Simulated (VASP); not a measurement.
# GaAs: single point with HSE06

Crystal: GaAs.

```
As Ga
1.0
     0.00000    2.82685    2.82685
     2.82685    0.00000    2.82685
     2.82685    2.82685    0.00000
As Ga
1 1
Cartesian
  4.2403 4.2403 4.2403
  0.0000 0.0000 0.0000
```

| Item | Value |
| --- | --- |
| Program | VASP 6.6.1 |
| Task | single point |
| Functional | HSE06 |
| Potentials or basis | VASP PAW PBE potentials, release 64 (As, Ga_d) |
| Cutoff | 520 eV |
| k mesh | 4 × 4 × 4 |
| Occupations | fermi-dirac, width 0.05 eV |
| Spin | spin-orbit coupling, no magnetisation |

* Pressure: 1.3 GPa
* Valence electrons inside the program's atomic spheres: As 2.91; Ga 11.65

It took 24 min on 1 thread of AMD EPYC 9R45 96-Core Processor (Zen 5) (shared host), peak memory 0.37 GiB.

Caveat: the k mesh is coarse (spacing up to 0.48 Å⁻¹), so the values aren't converged, least of all with exact exchange; the PAW data sets were made with another functional, which shifts forces and pressure a little.
